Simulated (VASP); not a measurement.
Input of a VASP 6.6.1 run:

The input INCAR:

```
  ALGO = Fast
  EDIFF = 1E-6
  EDIFFG = -0.005
  ENCUT = 600
  GGA = CA
  IBRION = 2
  ISIF = 3
  ISMEAR = 0
  LASPH = True
  LCHARG = False
  LREAL = False
  LWAVE = False
  NELM = 100
  NSW = 70
  PREC = Accurate
  SIGMA = 0.02
```

Contents of KPOINTS:

```
k-points
0
Gamma
  9 9 6
```

POSCAR

```
ZnO
1.0
    3.2794860218      0.0000000000      0.0000000000
   -1.6397430109      2.8401182063      0.0000000000
    0.0000000000      0.0000000000      5.2932739833
Zn O
2 2
Direct
    0.3333333333      0.6666666667      0.4999685891
    0.6666666667      0.3333333333     -0.0000314109
    0.6666666667      0.3333333333      0.3790414109
    0.3333333333      0.6666666667      0.8790414109
```

Potentials or basis: VASP PAW LDA potentials, release 64 (Zn, O).

Launch:

```console
$ cat potpaw_LDA.64/Zn/POTCAR potpaw_LDA.64/O/POTCAR > POTCAR
$ mpirun -np 1 vasp_std > vasp.out
```

(1) Predict the space group after relaxing (to 0.05 Å).

(2) Predict the band gap on the k mesh.

(3) What does it give for the relaxed volume?

## Answers

(1) P6_3mc (No. 186).

(2) 0.80 eV, direct.

(3) 11.40 Å³/atom.
